Tungsten disulfide is a stack of layers. Inside a layer each tungsten atom is bonded to six sulfur atoms; between layers, sulfur faces sulfur and it is mainly dispersion attraction that holds the stack together. The crystal below was scaled by the same percentage along all three axes, and the atoms were then left to settle inside the scaled cell. Stress xx acts in the plane of the layers and stress zz along the stacking axis c; both are positive when the crystal pushes back against compression. The energy change is counted from the unstrained crystal.

The WS₂ crystal (P6₃/mmc, 6 atoms per cell, 17.44 Å³ per atom unstrained) was strained by scaling all cell edges equally, with the atoms relaxed in the held cell. Ansatz 0.2.0 was used with PBE+D3(BJ), plane-wave PAW, scalar-relativistic, no spin polarisation, cutoff 420 eV and k mesh 12×12×4. Stress is positive in compression; stress yy equals stress xx, and shear stresses are zero.

| strain (%) | energy change (meV/atom) | volume change (%) | c over a | stress xx (GPa) | stress zz (GPa) |
| --- | --- | --- | --- | --- | --- |
| -3 | 38.7 | -8.73 | 3.851 | 11.29 | 4.01 |
| -2 | 16.6 | -5.88 | 3.851 | 7.08 | 2.29 |
| -1 | 4.0 | -2.97 | 3.851 | 3.34 | 0.97 |
| 0 | 0.0 | 0.00 | 3.851 | -0.01 | -0.03 |
| 1 | 3.8 | 3.03 | 3.851 | -3.00 | -0.76 |
| 2 | 14.8 | 6.12 | 3.851 | -5.67 | -1.29 |
| 3 | 32.2 | 9.27 | 3.851 | -8.04 | -1.60 |

### Question 1. The strain is equal in all directions. Which stress is larger, and why?

**Answer.** The in-plane stress is larger in every strained row, by a factor between about 3 and 5. A sideways strain has to stretch or bend W–S bonds, because these bonds run through the whole layer. Along c the stiff layers and the soft gaps between them lie in series, like strong and weak springs in one chain. The same force passes through both, and the weak spring takes up most of the strain, so little stress builds up.

**Remark.** In a cubic crystal this experiment would give equal stresses by symmetry. The difference between the two columns therefore reflects how differently WS₂ responds in the plane and along c. The row at zero strain stays out of the comparison, since it holds only small residual stresses.

### Question 2. Does it cost more to compress the crystal or to stretch it?

**Answer.** Compression costs more. At 3 % the price is 38.7 meV/atom for squeezing and 32.2 for stretching, although the squeezed crystal changes its volume slightly less. The reason is the general shape of a bond's energy curve: electron clouds pushed into each other repel ever more steeply, while attraction fades as atoms part.

**Remark.** At 1 % the printed energies differ by only 0.2 meV/atom, and rounding alone can account for up to half of that. The in-plane stresses of the same two rows, 3.34 and 3.00 GPa in size, show the asymmetry much more clearly. Stress is the slope of the energy, and a slope reveals a lopsided curve sooner than its height does.

### Question 3. Which direction loses its stiffness faster on stretching?

**Answer.** The stacking direction does, by a wide margin. Going down the table, each further per cent of strain changes both stresses by less than the one before. For the in-plane stress the last step is still 56 % of the first; for the stress along c it is only 18 %. This is why the ratio of the two stresses climbs steadily from the most compressed row to the most stretched one.

A pair of argon atoms suggests what lies behind this. They too have closed shells, a steep repulsive wall and a shallow attraction. Pull them apart and the restoring force grows, levels off and then fades within a short distance, whereas a covalent bond holds on over a larger relative stretch. In the table the tension along c is levelling off but still growing at +3 %.

**Remark.** The comparison with argon covers the contact between layers only. In WS₂ a sideways stretch should also make each layer thinner, which widens the gap further. Scaling all axes together mixes the two effects, so the share of each in the softening remains untested.

### Question 4. Can the energy column be recovered from the stresses?

**Answer.** Yes, to about 1 % of the energy at both ends of the series. When a crystal is scaled uniformly, the work done on it is pressure times loss of volume:

$$dE=-P\,dV,\qquad P=\tfrac13\,(2\sigma_{xx}+\sigma_{zz}).$$

Here $E$ and $V$ are energy and volume per atom, and $\sigma_{xx}$ and $\sigma_{zz}$ are the two stresses. The in-plane stress counts twice because there are two in-plane directions.

For the path from 0 to −3 %, the table gives $P$ = −0.02, 2.55, 5.48 and 8.86 GPa. The averages over the three steps are 1.27, 4.02 and 7.17 GPa, and the volume shrinks by 2.97, 2.91 and 2.85 % of 17.44 Å³. Hence

$$E\approx\frac{17.44\,(1.27\times0.0297+4.02\times0.0291+7.17\times0.0285)}{160.2}\ \text{eV}\approx 39\ \text{meV},$$

where 160.2 converts GPa to eV/Å³. The table has 38.7 meV/atom. The estimate has no adjustable constant, and the output printed after this text gives the result for the stretched side as well.

**Remark.** The check matters because the strained runs warn that their electronic convergence was loose for stresses. It supports the in-plane values well, since they do 85 to 91 % of the work in the strained rows. It is a weaker test of the stress along c. There the residual of 0.03 GPa at zero strain is already 4 % of the value at +1 %, so the ratio of stresses in that row should be read as "about 4".

### Question 5. The ratio c over a never changes. Would it also stay constant under equal pressure from all sides?

**Answer.** No. The constant ratio is a condition of the calculation, because all cell edges were scaled together. At −1 % the crystal pushes back with 3.34 GPa in the plane but only 0.97 GPa along c. To balance an equal outside pressure it would have to expand a little sideways and shrink further along c, so c over a would fall.

The same reasoning turns the bulk modulus from this series into an upper bound. Around zero strain the mean pressure rises by (2 × 3.17 + 0.87)/3 ≈ 2.4 GPa for each per cent of compression, while the volume changes by about 3 %. That makes a modulus of 80 GPa for a crystal of fixed shape. A crystal free to choose its shape finds a lower energy at each volume and is softer.

**Remark.** Under equal pressure the stack should therefore shrink mainly along c. Closing of the gaps between layers is the likely way, but the table holds no atom positions to show it. The fixed-shape modulus would underestimate the loss of volume at a given small pressure.

### Question 6. What does this strain do to the band gap of WS₂?

**Answer.** The same calculations give a gap of 0.89 eV without strain. It widens in each step from −3 to +1 %, by 0.27 eV in all, and then dips by 0.01 eV at +2 %. The turn comes with a change of place: the lowest conduction state moves from a point halfway between Γ and K to K itself. The highest valence state stays at Γ, so the gap remains indirect. Strain shifts the two conduction valleys by different amounts until their order is reversed. The likely reason is that they contain different mixtures of tungsten d and sulfur p orbitals, though these results hold no orbital weights to test it.

For electrons added to the crystal such a reversal matters more than the tiny dip, because they would then travel in a valley with a different effective mass. The strain at which it happens should not be carried over to a film stretched by its substrate. Such a film is free to contract along c, whereas here c grows too.

**Remark.** The safe reading is that two valleys compete within about 2 % of stretching at this level of theory. Spin–orbit coupling, which is strong in tungsten and left out here, moves the valleys by different amounts. The k mesh may also miss the exact bottom of the first valley. Both can shift the crossing, and PBE gaps are in general too small.

The analysis program printed:

```
Stress ratio and share (no meaning at strain 0) and fall of stress from the row before:
  row   xx/zz  in-plane share of work %  fall xx GPa  fall zz GPa
   -3   2.815                     84.92          n/a          n/a
   -2   3.092                     86.08         4.21         1.72
   -1   3.443                     87.32         3.74         1.32
    0  0.3333                        40         3.35            1
    1   3.947                     88.76         2.99         0.73
    2   4.395                     89.79         2.67         0.53
    3   5.025                     90.95         2.37         0.31
Fall of xx stress per % strain around zero, GPa: 3.17
Fall of zz stress per % strain around zero, GPa: 0.865
Ratio of these two slopes: 3.665
Last step of xx stress over first step: 0.5629
Last step of zz stress over first step: 0.1802
Energy at -1 % less energy at +1 %, meV/atom: 0.2
Energy at -3 % less energy at +3 %, meV/atom: 6.5
Energy at -3 % over energy at +3 %: 1.202
Energy at -3 % from the stresses, meV/atom: 39.08
Energy at +3 % from the stresses, meV/atom: 31.94
Miss of the stress estimate at -3 %, %: 0.9829
Miss of the stress estimate at +3 %, %: -0.8026
Residual zz stress at 0 as part of zz stress at +1 %, %: 3.947
Fixed-shape bulk modulus from the slopes, GPa: 80.06
Gap at strain 0, eV: 0.8929
Rise of the gap from -3 to +1 %, eV: 0.2733
Change of the gap from 0 to +1 %, eV: 0.05334
Change of the gap from +1 to +2 %, eV: -0.00962
```
